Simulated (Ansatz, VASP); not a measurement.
# NaCl: VASP beside Ansatz

```xyz
2
Lattice="2.8504 0.0000 0.0000 0.0000 2.8504 0.0000 0.0000 0.0000 2.8504" Properties=species:S:1:pos:R:3 pbc="T T T"
Na    0.0000    0.0000    0.0000
Cl    1.4252    1.4252    1.4252
```

Change from the starting cell: volume scaled by 0.99, crystal datasets.

Alike in both runs: task electric field gradients; functional PBEsol; k mesh 9 × 9 × 9; occupations fermi-dirac, width 0.03 eV; no spin polarisation.

|  | VASP | Ansatz |
| --- | --- | --- |
| version | VASP 6.6.1 | Ansatz 0.2.0 |
| potentials or method | VASP PAW PBE potentials, release 64 (Na_pv, Cl), cutoff 520 eV | all-electron PAW with datasets made for the crystal, scalar-relativistic |

VASP gave:

```
gap on the k mesh at the Fermi level (eV)                      : 4.52
pressure (GPa)                                                 : 62.6
Vzz of the field gradient on the site that differs most (V/Å²) : 0.0
```

**Question.** What did Ansatz give for the same quantities?

**Answer.** gap on the k mesh at the Fermi level (eV): 4.46; pressure (GPa): 61.9; Vzz of the field gradient on the site that differs most (V/Å²): 0.0.

Ansatz ran all-electron here, so the differences hold the error of VASP's frozen core and of both bases.

Caveats: the cell as given lies far from equilibrium; so large a pressure means that the cell lies far from this level's equilibrium, or that cutoff or potentials fall short (VASP); the potentials were made for another functional, which shifts forces and pressure (VASP); an odd mesh through Γ misses points on the zone boundary, where band edges often lie.
